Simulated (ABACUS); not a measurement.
# C: single point with PBE

Crystal: C.

```
C
1.0
    -0.05350    1.72987    1.78337
     1.72987   -0.05350    1.78337
     1.67637    1.67637    0.00000
C
2
Cartesian
  2.5146 2.5146 2.6751
  1.6764 1.6764 1.7834
```

The cell isn't the ideal one: cell strained by -0.06 along c.

```yaml
Program: ABACUS 3.10.1
Task: single point
Functional: PBE
Potentials_or_basis: PseudoDojo NC SR 0.4.1 PBE standard
Cutoff: 1116 eV
Density_cutoff: 4463 eV
Basis: plane waves
k_mesh: 9 × 9 × 9
Occupations: fermi-dirac, width 0.05 eV
Spin: no spin polarisation
Radial_cutoff_of_the_potentials_pseudo_rcut: 7 bohr
SCF_threshold_on_the_density: 1e-08
Max_SCF_steps: 100
Eigensolver: dav
Mixing: broyden
Mixing_share: 0.7
Symmetry_key: 1
Bands: 8
```

```json
{
  "Pressure": "34.2 GPa",
  "Largest force": "0.378 eV/Å",
  "Band gap on the k mesh": "3.87 eV, indirect (least direct gap 4.42 eV)"
}
```

Forces in eV/Å, atoms in the order of the input:
```
C    0.000  0.000  0.378
C    0.000  0.000 -0.378
```

Stress tensor (GPa, compression positive):
```
45.41 42.27  0.00
42.27 45.41  0.00
 0.00  0.00 11.87
```

Levels at points of the mesh, in eV from the valence-band top:
```tsv
k point	band 1	band 2	band 3	band 4
(0.00, 0.00, 0.00)	-22.62	-0.68	-0.17	0.00
```

Wall time 2.2 s on 4 MPI ranks on Intel(R) Xeon(R) 6975P-C (Granite Rapids), with other jobs on the host, peak memory 0.36 GiB a rank.

Caveat: an odd mesh through Γ misses points on the zone boundary, where band edges often lie.
